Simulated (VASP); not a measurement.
## CdTe: single point with PBE

**The experiment to reproduce.**

From a printed reference work, data compilation, for a bulk crystal of CdTe at 0 K: band gap 1.607 eV.

The system is CdTe.

```
Cd Te
1.0
     0.00000    3.30812    3.30812
     3.30812    0.00000    3.30812
     3.30812    3.30812    0.00000
Cd Te
1 1
Direct
  0.00000 0.00000 0.00000
  0.25000 0.25000 0.25000
```

| Property | Result |
| --- | --- |
| Program | VASP 6.6.1 |
| Task | single point |
| Functional | PBE |
| Potentials or basis | VASP PAW PBE potentials, release 64 (Cd, Te) |
| Cutoff | 520 eV |
| k mesh | 6 × 6 × 6 |
| Occupations | gaussian, width 0.01 eV |
| Spin | no spin polarisation |

```
Pressure               : 0.2 GPa
Band gap on the k mesh : 0.58 eV, direct
```

Levels at points of the mesh, in eV from the valence-band top:
```
           k point  band 5  band 6  band 7  band 8  band 9  band 10  band 11  band 12  band 13  band 14
(0.00, 0.00, 0.00)   -7.88   -7.88    0.00    0.00    0.00     0.58     4.64     4.64     4.64     7.38
(0.50, 0.00, 0.00)   -7.87   -7.57   -4.09   -0.69   -0.69     1.75     5.21     5.21     7.01     8.44
(0.50, 0.50, 0.00)   -7.85   -7.45   -4.02   -1.66   -1.66     2.67     2.74     8.52     8.82     8.82
```

It took 12 s on 1 thread of Intel(R) Xeon(R) 6975P-C (Granite Rapids), with other jobs on the host, peak memory 0.2 GiB.

A measured gap of CdTe is 1.607 eV (0 K; a printed reference work, data compilation); the calculated 0.58 eV misses it by -1.02 eV. So large a miss can be the level of theory's own, or it may mean another phase, state or a wrong row. Spin-orbit coupling on Cd, Te is left out. The value is that of PBE, without temperature or zero-point motion. Semilocal functionals fall short of measured gaps as a rule.

Caveat: spin-orbit coupling is left out, which moves the levels of the heavy elements.
